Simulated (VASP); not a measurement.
**HgTe in VASP 6.6.1, single-point calculation**

INCAR

```
GGA = PE
LASPH = .TRUE.
LWAVE = .FALSE.
EDIFF = 0.001
NELM = 120
NSW = 0
LREAL = .FALSE.
ENCUT = 520
ISMEAR = -1
ISIF = 2
SIGMA = 0.02
LCHARG = .FALSE.
NBANDS = 16
PREC = Accurate
IBRION = -1
```

KPOINTS

```
KPOINTS created by Atomic Simulation Environment
0
Gamma
8 8 8
0 0 0
```

POSCAR

```
Hg Te
 1.0000000000000000
     0.0000000000000000    3.2891578873062031    3.2891578873062031
     3.2891578873062031    0.0000000000000000    3.2891578873062031
     3.2891578873062031    3.2891578873062031    0.0000000000000000
 Hg  Te
   1   1
Cartesian
  0.0000000000000000  0.0000000000000000  0.0000000000000000
  1.6445789436531015  1.6445789436531015  1.6445789436531015
```

The recommended PBE PAW datasets give the neutral cell 18 valence electrons.

Command

```
mpirun -np 1 vasp_std
```

OSZICAR

```
N       E                     dE             d eps       ncg     rms          rms(c)
DAV:   1     0.105303528900E+03    0.10530E+03   -0.78356E+03   928   0.960E+02
DAV:   2    -0.123299013010E+00   -0.10543E+03   -0.98118E+02  1096   0.226E+02
DAV:   3    -0.380966212471E+01   -0.36864E+01   -0.36771E+01  1136   0.439E+01
DAV:   4    -0.384464859088E+01   -0.34986E-01   -0.34985E-01  1440   0.385E+00
DAV:   5    -0.384473445928E+01   -0.85868E-04   -0.85868E-04  1176   0.181E-01    0.682E+00
DAV:   6    -0.364663296074E+01    0.19810E+00   -0.39093E-01  1080   0.815E+00    0.548E+00
DAV:   7    -0.364020996705E+01    0.64230E-02   -0.90952E-02  1080   0.202E+00    0.211E+00
DAV:   8    -0.363966151606E+01    0.54845E-03   -0.92296E-03  1048   0.108E+00
   1 F= -.36396615E+01 E0= -.36395857E+01  d E =-.151579E-03
```

From OUTCAR

```
k-points           NKPTS =     29   k-points in BZ     NKDIM =     29   number of bands    NBANDS=     16

   NELECT =      18.0000    total number of electrons

   dimension x,y,z NGX =    36 NGY =   36 NGZ =   36
   dimension x,y,z NGXF=    72 NGYF=   72 NGZF=   72

  energy-cutoff  :      520.00
  volume of cell :       71.17
      direct lattice vectors                 reciprocal lattice vectors
     0.000000000  3.289157887  3.289157887    -0.152014594  0.152014594  0.152014594
     3.289157887  0.000000000  3.289157887     0.152014594 -0.152014594  0.152014594
     3.289157887  3.289157887  0.000000000     0.152014594  0.152014594 -0.152014594

 k-points in reciprocal lattice and weights: KPOINTS created by Atomic Simulation Env
   0.00000000  0.00000000  0.00000000       0.002
   0.12500000  0.00000000  0.00000000       0.016
   0.25000000  0.00000000  0.00000000       0.016
   0.37500000  0.00000000  0.00000000       0.016
   0.50000000  0.00000000  0.00000000       0.008
   0.12500000  0.12500000  0.00000000       0.012
   0.25000000  0.12500000  0.00000000       0.047
   0.37500000  0.12500000  0.00000000       0.047
   ...

 E-fermi :   2.5729

 k-point     1 :       0.0000    0.0000    0.0000
  band No.  band energies     occupation
      1      -9.0669      2.00000
      2      -4.4839      2.00000
      3      -4.4839      2.00000
      4      -4.4839      2.00000
      5      -4.0119      2.00000
      6      -4.0119      2.00000
      7       1.7078      2.00000
      8       2.5590      1.33566
      9       2.5590      1.33564
     10       2.5590      1.33564
     11       6.8781      0.00000
     12       6.8781      0.00000
     13       6.8781      0.00000
     14       9.0360      0.00000
     15      12.0386      0.00000
     16      12.0386      0.00000

 k-point     2 :       0.1250    0.0000    0.0000
  band No.  band energies     occupation
      1      -8.9979      2.00000
      2      -4.4648      2.00000
      3      -4.4648      2.00000
      4      -4.4544      2.00000
      5      -4.0136      2.00000
      6      -4.0136      2.00000
      7       0.7105      2.00000
      8       2.4037      1.99958
      9       2.4037      1.99958
     10       3.1593      0.00000
     11       6.7758      0.00000
     12       7.0917      0.00000
     13       7.0917      0.00000
     14       9.9333      0.00000
     15      11.2944      0.00000
     16      11.2944      0.00000

 k-point     3 :       0.2500    0.0000    0.0000
  band No.  band energies     occupation
      1      -8.8236      2.00000
      2      -4.4220      2.00000
      3      -4.4220      2.00000
      4      -4.3294      2.00000
      5      -4.0126      2.00000
      6      -4.0126      2.00000
      7      -0.6913      2.00000
      8       2.0729      2.00000
      9       2.0729      2.00000
     10       3.3981      0.00000
     11       7.4302      0.00000
     12       7.4684      0.00000
     13       7.4684      0.00000
     14      10.4032      0.00000
     15      11.0629      0.00000
     16      11.0629      0.00000

 ...

  Total        0.2999853      0.2999853      0.2999853     -0.0000000     -0.0000000      0.0000000
  in kB        6.7534606      6.7534606      6.7534606     -0.0000000     -0.0000000      0.0000000
  external PRESSURE =       6.7534606 kB  Pullay stress =       0.0000000 kB

 POSITION                                       TOTAL-FORCE (eV/Angst)
 -----------------------------------------------------------------------------------
      0.00000      0.00000      0.00000        -0.000000     -0.000000     -0.000000
      1.64458      1.64458      1.64458         0.000000      0.000000      0.000000
 -----------------------------------------------------------------------------------
    total drift:                                0.000000      0.000000      0.000000

  FREE ENERGIE OF THE ION-ELECTRON SYSTEM (eV)
  ---------------------------------------------------
  free  energy   TOTEN  =        -3.6396615161 eV

  energy  without entropy=       -3.6395099368  energy(sigma->0) =       -3.63958573
```

It converged. Results: gap between bands v and c on the k mesh 0.00 eV; least direct gap on the k mesh 0.00 eV; pressure 0.7 GPa. Band v is the last that the valence electrons fill when counted band by band, and c is the next.

These settings aren't sound, so the numbers aren't properties of the crystal.

On sound settings PBE gives a gap of 0.00 eV on its mesh and a pressure of 1.3 GPa for the intended cell.

The run took about 29 s on one core of a shared host (Intel Xeon Platinum 8488C) and held 0.22 GiB at most.
